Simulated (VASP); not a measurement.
A run of VASP 6.6.1:

INCAR

```
PREC = Accurate
ENCUT = 520
EDIFF = 1E-7
ISMEAR = 0
SIGMA = 0.1
LREAL = F
LASPH = T
NELM = 80
ALGO = Normal
ISIF = 2
LWAVE = F
LCHARG = F
LDIPOL = T
IDIPOL = 3
DIPOL = 0.5 0.5 0.500
GGA = PS
NBANDS = 34
```

Contents of KPOINTS:

```
Automatic mesh
0
Gamma
  9 9 1
```

POSCAR

```
Ta3C4
1.0
    3.1393032007      0.0000000000      0.0000000000
   -1.5696516004      2.7187163220      0.0000000000
    0.0000000000      0.0000000000     24.6896909897
C Ta
4 3
Direct
    0.3333333333      0.6666666667      0.3442732436
    0.0000000000      0.0000000000      0.4480910812
    0.6666666667      0.3333333333      0.5503406901
    0.3333333333      0.6666666667      0.6485633152
    0.6666666667      0.3333333333      0.3961821624
    0.3333333333      0.6666666667      0.5009689459
    0.0000000000      0.0000000000      0.6081615407
```

Potentials or basis: VASP PAW PBE potentials, release 64 (C, Ta_pv).

Command:

```sh
$ cat potpaw_PBE.64/C/POTCAR potpaw_PBE.64/Ta_pv/POTCAR > POTCAR
$ mpirun -np 1 vasp_std > vasp.out
```

Hardware: 1 thread of Intel(R) Xeon(R) Platinum 8559C (Emerald Rapids) (shared host).

Task: Estimate the wall time of this run.

Result: Wall time 3.2 min on 1 thread of Intel(R) Xeon(R) Platinum 8559C (Emerald Rapids) (shared host), peak memory 0.35 GiB. Counts: scf iterations 38, k points 12.
